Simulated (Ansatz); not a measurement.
# Se on Ti(0001): change of the work function, part 3 of 3

How does Se on the fcc site change the work function of Ti(0001) as the layer fills?

Ansatz 0.2.0; plane-wave DFT, PBE, Ansatz PAW.

So far, work function, upper face (eV): step 2 (the clean slab) 4.37; step 3 (17 atoms, coverage 0.25 ML, cell 2x2) 4.71.

## 4. The covered slab, k-mesh 12×12×1, coverage 1 ML

System of this step: Se/Ti(0001). The cell holds 5 atoms: 4 Ti and 1 Se. Cell: a = 2.950 Å, b = 2.950 Å, c = 27.249 Å, α = 90.0°, β = 90.0°, γ = 60.0°. Vacuum lies along c.

Another coverage, to see how the dipoles act on each other as their distance changes.

input.yaml reads:

```yaml
crystal:
  lattice:
    - [2.95, 0.0, 0.0]
    - [1.475, 2.5547749412, 0.0]
    - [0.0, 0.0, 27.2486426609]
  atoms:
    - { symbol: Ti, position: [0.6666666667, 0.6666666667, 0.3302916814] }
    - { symbol: Ti, position: [0.0, 0.0, 0.4162519264] }
    - { symbol: Ti, position: [0.6666666667, 0.6666666667, 0.5047078509] }
    - { symbol: Ti, position: [0.0, 0.0, 0.5842962151] }
    - { symbol: Se, position: [0.3333333333, 0.3333333333, 0.6697083186] }
kpoints:
  mp_grid: { grid: [12, 12, 1] }
hamiltonian:
  xc: pbe
scf:
  occupations: { method: fermi_dirac, width: 0.1 }
  convergence: { dr2_threshold: 1.0e-08 }
efield:
  axis: 3
  dipole_correction: true
  ramp_position: 0.97
  ramp_width: 0.06
relax:
  f_tol: 0.02
  max_steps: 60
  constraints: [{ sites: [0, 1] }]
output:
  write_potential: true
  write_density: true
  volumetric_format: npy
```

Launch:

```console
$ ansatz run input.yaml --threads 4 --pin off --max-ram 6144MiB --backend cpu --events-out ev --progress --plain --runs-dir out
```

Numbers of over 12 decimals in the logs are rounded to 6 here.

The log of the run:

```text
[...]
Crystal: 5 atoms, lattice volume = 205.362 Å³
Basis set: ecut = 420 eV, 3943 PW (Γ), exchange–correlation on 40×40×384 points (8 copies of the dense FFT grid, shifted against one another)
Bands: 39, of which v1, the nominal top of the filled ones, is band 32 counted from 1 (31 counted from 0)
Symmetry: 6 space group operations
[...]
k-points: 19 of 144 (time reversal used)
[...]
SCF iter   1: F=—  HF=-15467.370820 eV  |F-HF|=—  |Δ(HF+E_count)|=         —  Δρ=1.01e-2  dr2=3.58e0  ethr=1.77e-3  p=-0.015 e·Å  D=-1.29e-2 V/Å  ΔV_dip=0.35 eV  dr2_dipole=1.43e0  V_vac-E_F(+/−)=4.36/4.01 eV  ⟨swp⟩=8.1  Hψ=3218  notcnv=0
[...]
SCF iter  10: F=-15467.326626 eV  HF=-15467.326626 eV  |F-HF|=8.93e-9  |Δ(HF+E_count)|=   1.91e-8  Δρ=1.21e-6  dr2=3.44e-9  ethr=1.56e-11  p=-0.000 e·Å  D=-4.13e-4 V/Å  ΔV_dip=0.01 eV  dr2_dipole=1.30e-10  V_vac-E_F(+/−)=4.42/4.41 eV  ⟨swp⟩=9.8  Hψ=4772  notcnv=0
SCF 1 converged in 10 iterations: F = -15467.326626 eV  dr2 = 3.44e-9
[...]
relax step   1: F+E_penalty+E_count = -15467.32662594 eV  Δ(F+E_penalty+E_count) = +0.000e0 eV  max|allowed force component| = 1.819e0 eV/Å  Δτ_max = 0.0000 Å  (10 SCF iters, accepted)
[...]
SCF iter   1: F=—  HF=-15468.013633 eV  |F-HF|=—  |Δ(HF+E_count)|=         —  Δρ=2.22e-2  dr2=1.54e1  ethr=3.10e-3  p=-0.000 e·Å  D=-4.13e-4 V/Å  ΔV_dip=0.01 eV  dr2_dipole=5.37e0  V_vac-E_F(+/−)=4.50/4.49 eV  ⟨swp⟩=5.3  Hψ=2007  notcnv=0
[...]
SCF iter  10: F=-15467.678826 eV  HF=-15467.678826 eV  |F-HF|=4.66e-9  |Δ(HF+E_count)|=   1.98e-8  Δρ=7.48e-7  dr2=2.27e-9  ethr=1.56e-11  p=-0.014 e·Å  D=-1.23e-2 V/Å  ΔV_dip=0.34 eV  dr2_dipole=1.31e-9  V_vac-E_F(+/−)=4.74/4.41 eV  ⟨swp⟩=10.0  Hψ=5075  notcnv=0
SCF 2 converged in 10 iterations: F = -15467.678826 eV  dr2 = 2.27e-9
relax step   2: F+E_penalty+E_count = -15467.67882556 eV  Δ(F+E_penalty+E_count) = -3.522e-1 eV  max|allowed force component| = 1.729e-1 eV/Å  Δτ_max = 0.1992 Å  (10 SCF iters, accepted)
SCF iter   1: F=—  HF=-15467.747194 eV  |F-HF|=—  |Δ(HF+E_count)|=         —  Δρ=1.05e-2  dr2=2.14e0  ethr=3.10e-3  p=-0.014 e·Å  D=-1.23e-2 V/Å  ΔV_dip=0.34 eV  dr2_dipole=5.32e-2  V_vac-E_F(+/−)=4.81/4.47 eV  ⟨swp⟩=5.2  Hψ=1970  notcnv=0
[...]
SCF iter  10: F=-15467.688512 eV  HF=-15467.688512 eV  |F-HF|=2.77e-9  |Δ(HF+E_count)|=   1.71e-8  Δρ=7.89e-7  dr2=3.31e-9  ethr=1.56e-11  p=-0.015 e·Å  D=-1.36e-2 V/Å  ΔV_dip=0.37 eV  dr2_dipole=2.13e-11  V_vac-E_F(+/−)=4.79/4.42 eV  ⟨swp⟩=9.4  Hψ=4591  notcnv=0
SCF 3 converged in 10 iterations: F = -15467.688512 eV  dr2 = 3.31e-9
relax step   3: F+E_penalty+E_count = -15467.68851179 eV  Δ(F+E_penalty+E_count) = -9.686e-3 eV  max|allowed force component| = 1.094e-1 eV/Å  Δτ_max = 0.1727 Å  (10 SCF iters, accepted)
SCF iter   1: F=—  HF=-15467.696074 eV  |F-HF|=—  |Δ(HF+E_count)|=         —  Δρ=2.99e-3  dr2=2.11e-1  ethr=2.73e-3  p=-0.015 e·Å  D=-1.36e-2 V/Å  ΔV_dip=0.37 eV  dr2_dipole=2.47e-2  V_vac-E_F(+/−)=4.77/4.40 eV  ⟨swp⟩=3.0  Hψ=1468  notcnv=0
[...]
SCF iter   8: F=-15467.691546 eV  HF=-15467.691546 eV  |F-HF|=3.79e-9  |Δ(HF+E_count)|=   5.19e-8  Δρ=1.28e-6  dr2=9.03e-9  ethr=1.56e-11  p=-0.015 e·Å  D=-1.29e-2 V/Å  ΔV_dip=0.35 eV  dr2_dipole=1.94e-11  V_vac-E_F(+/−)=4.77/4.42 eV  ⟨swp⟩=8.2  Hψ=5103  notcnv=0
SCF 4 converged in 8 iterations: F = -15467.691546 eV  dr2 = 9.03e-9
relax step   4: F+E_penalty+E_count = -15467.69154628 eV  Δ(F+E_penalty+E_count) = -3.034e-3 eV  max|allowed force component| = 1.222e-2 eV/Å  Δτ_max = 0.0519 Å  (8 SCF iters, accepted)
[...]
SCF converged after 8 iterations
Free energy (F): -15467.691546 eV
[...]
Internal energy: -15467.472776 eV  (E = F + TS)
E sigma→0 (E₀):  -15467.582161 eV
Entropy (-TS):   -0.218771 eV (-43.754 meV/atom)
Fermi energy:    3.065676 eV
Dipole field:    D = -0.012944 V/Å  (p = -0.014690 e·Å, saw-weighted, corrected)
Work function:   Φ+ = 4.7680 eV   Φ− = 4.4153 eV
[...]
--- Forces (eV/Å), atoms counted from 1 ---
  atom   1  Ti     0.00000000    -0.00000000     0.58338846
  atom   2  Ti    -0.00000000     0.00000000    -0.58405781
  atom   3  Ti     0.00000000    -0.00000000    -0.00783496
  atom   4  Ti    -0.00000000     0.00000000     0.01221996
  atom   5  Se     0.00000000    -0.00000000    -0.00374050
  max |Σ_I F_I| component: 2.48e-5 eV/Å
--- Band table (eV; the first three rows and the last of 19) ---
  k-point 0: bands = [... 28 lower, 3.4607, 3.4884, 3.5556, 3.5556, 3.8350, 3.8350, 3.8477, 3.8477, ... 3 higher]
  k-point 1: bands = [... 28 lower, 3.1925, 3.2644, 3.4210, 3.6150, 3.6326, 3.7631, 3.9330, 3.9742, ... 3 higher]
  k-point 2: bands = [... 28 lower, 2.6572, 2.8714, 3.2206, 3.3423, 3.5593, 3.6475, 3.9262, 4.0856, ... 3 higher]
  k-point 18: bands = [... 28 lower, 1.8882, 1.9174, 2.3887, 2.5582, 3.0446, 3.1170, 3.1676, 3.3554, ... 3 higher]
--- Relaxed structure (4 steps of the walk, 4 accepted, 0 SCFs on fresh bases) ---
  F+E_penalty+E_count = -15467.69154628 eV   max|allowed force component| = 1.222e-2 eV/Å
  atoms:
    - { symbol: Ti, position: [0.666667, 0.666667, 0.330292] }
    - { symbol: Ti, position: [-1.850371707762447e-17, -1.8503717077624474e-17, 0.416252] }
    - { symbol: Ti, position: [0.666667, 0.666667, 0.503616] }
[...]
- { symbol: Se, position: [0.333333, 0.333333, 0.657966] }
```

Elapsed: 35 s, on 4 threads of AMD EPYC 7571, shared host; peak memory 0.59 GiB; 2.2 min of CPU time.

Relaxation path:

| step | energy less that of the first step (eV) | largest force component (eV/Å) |
| --- | --- | --- |
| 1 | 0.0000 | 1.8188 |
| 2 | -0.3522 | 0.1729 |
| 3 | -0.3619 | 0.1094 |
| 4 | -0.3649 | 0.0122 |

Forces are held to the 6 operations that the run works with; a distortion that breaks them can't arise in this run.

The atoms that moved most (Å):

| atom | dx | dy | dz | length |
| --- | --- | --- | --- | --- |
| Se5 | 0.000 | 0.000 | -0.320 | 0.320 |
| Ti4 | 0.000 | 0.000 | 0.053 | 0.053 |
| Ti3 | 0.000 | 0.000 | -0.030 | 0.030 |

The relaxed structure:

```
Ti Se
1.0
     2.95000    0.00000    0.00000
     1.47500    2.55477    0.00000
     0.00000    0.00000   27.24864
Ti Se
4 1
Direct
  0.66667 0.66667 0.33029
  0.00000 0.00000 0.41625
  0.66667 0.66667 0.50362
  0.00000 0.00000 0.58623
  0.33333 0.33333 0.65797
```

This step gave:

```yaml
energy_at_zero_smearing: -15467.5822 eV
work_function_upper_face: 4.768 eV
work_function_lower_face: 4.415 eV
dipole_along_the_normal: -0.01469 e·Å
step_between_the_vacuum_levels: 0.3527 eV
```

Running mean over 2.342 Å of the planar mean; the ramp of the sawtooth is left out. Table of electron's electrostatic potential energy less the Fermi level by z:

| z (Å) | electron's electrostatic potential energy less the Fermi level (eV) |
| --- | --- |
| 3.5 | 4.41 |
| 4.0 | 4.41 |
| 4.5 | 4.41 |
| 5.0 | 4.40 |
| 5.5 | 4.35 |
| 6.0 | 4.23 |
| 6.5 | 3.88 |
| 7.0 | 2.88 |
| 7.5 | 0.379 |
| 8.0 | -3.13 |
| 8.5 | -5.88 |
| 9.0 | -6.74 |
| 9.5 | -6.70 |
| 10.0 | -6.59 |
| 10.5 | -6.56 |
| 11.0 | -6.58 |
| 11.5 | -6.59 |
| 12.0 | -6.50 |
| 12.5 | -6.42 |
| 13.0 | -6.44 |
| 13.5 | -6.54 |
| 14.0 | -6.68 |
| 14.5 | -6.95 |
| 15.0 | -7.02 |
| 15.5 | -6.89 |
| 16.0 | -7.10 |
| 16.5 | -7.91 |
| 17.0 | -7.44 |
| 17.5 | -6.01 |
| 18.0 | -4.31 |
| 18.5 | -2.61 |
| 19.0 | -0.174 |
| 19.5 | 2.32 |
| 20.0 | 4.13 |
| 20.5 | 4.63 |
| 21.0 | 4.74 |
| 21.5 | 4.76 |
| 22.0 | 4.77 |
| 22.5 | 4.77 |
| 23.0 | 4.77 |
| 23.5 | 4.77 |
| 24.0 | 4.77 |

The relaxation took 4 steps and lowered the energy by 0.36 eV; the largest force on the free atoms ends at 0.012 eV/Å.

The covered face has 4.77 eV, +0.40 eV against the clean one; the bare back face has moved by -0.01 eV, a measure of how thin the slab is.

## 5. Work function against coverage

This step: plane-wave DFT, PBE, Ansatz PAW; work function against coverage (Ansatz 0.2.0).

The runs are now put side by side.

Numbers from this step:

```
work function of the clean face     : 4.373 eV
largest change of the work function : 0.3951 eV
```

Table of work function of the covered face by coverage:

| coverage (adsorbates/nm²) | work function of the covered face (eV) |
| --- | --- |
| 0.00 | 4.37 |
| 3.32 | 4.71 |
| 13.27 | 4.77 |

The dipole per adsorbate comes from the change of the cell's dipole. Coverage, by row:

| coverage (1/nm²) | coverage (ML) | work function (eV) | change (eV) | dipole per adsorbate, positive end outwards (debye) | mean height of the added atoms over the highest substrate atom (Å) |
| --- | --- | --- | --- | --- | --- |
| 3.317 | 0.25 | 4.709 | 0.3359 | -0.277 | 1.806 |
| 13.27 | 1 | 4.768 | 0.3951 | -0.081 | 1.955 |

## 6. Summary of results

* work function of the clean face: 4.37 eV
* work function at 0.25 ML: 4.71 eV
* work function at 1 ML: 4.77 eV
* dipole per adsorbate at 0.25 ML, positive end outwards: -0.28 D

**Reading.** Se raises the work function of Ti(0001) at the lowest coverage, by 0.34 eV: the adsorbate layer has its negative end outwards. At the highest coverage the adsorbates are pressed to about 3.0 Å, closer than unbonded atoms of this kind usually come, so a real layer may not reach it. The slab has 4 layers, at the tabulated experimental lattice constant, one starting site was run, and quantum-size effects of a slab this thin can reach one or two tenths of an eV.

[Logs are printed without paths, hosts, clocks, repeated set-up lines and the standing remarks that a program may print on its own settings, such as how far it seeks lower states.]

[Hosts, paths, dates, database ids (printed as entryN), source tags and the programs' standing remarks are cut or masked in the printed files.]

[Maps of the electrostatic potential energy from Ansatz leave out the sawtooth potential of an applied field or a dipole correction, so their vacuum need not be flat; planar profiles and work functions include it.]
